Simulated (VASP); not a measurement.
The system is Ag.

```
Ag
1.0
     0.00000    2.04275    2.04275
     2.04275    0.00000    2.04275
     2.04275    2.04275    0.00000
Ag
1
Cartesian
  0.0000 0.0000 0.0000
```

```yaml
Program: VASP 6.6.1
Task: relaxation of cell and atoms
Functional: PBE
Potentials_or_basis: VASP PAW PBE potentials, release 64 (Ag_sv_GW)
Cutoff: 680 eV
k_mesh: 11 × 11 × 11
Occupations: fermi-dirac, width 0.05 eV
Spin: no spin polarisation
```

At the start: pressure 4.3 GPa; volume 17.05 Å³/atom.

**Question.** Where does the relaxation end?

**Answer.** Over 3 steps the energy falls by 9.5 meV/atom and the volume is 17.78 Å³/atom (+4.3 %); space group Fm-3m (No. 225, to 0.05 Å).

Step by step:
```
step  energy change (eV)  largest force (eV/Å)  pressure (GPa)  volume (Å³)
   1              0.0000                0.0000            4.34        17.05
   2             -0.0066                0.0000           -2.04        18.21
   3             -0.0095                0.0000            0.05        17.78
```

Final structure:
```xyz
1
Lattice="0.0000 2.0716 2.0716 2.0716 0.0000 2.0716 2.0716 2.0716 0.0000" Properties=species:S:1:pos:R:3 pbc="T T T"
Ag    0.0000    0.0000    0.0000
```
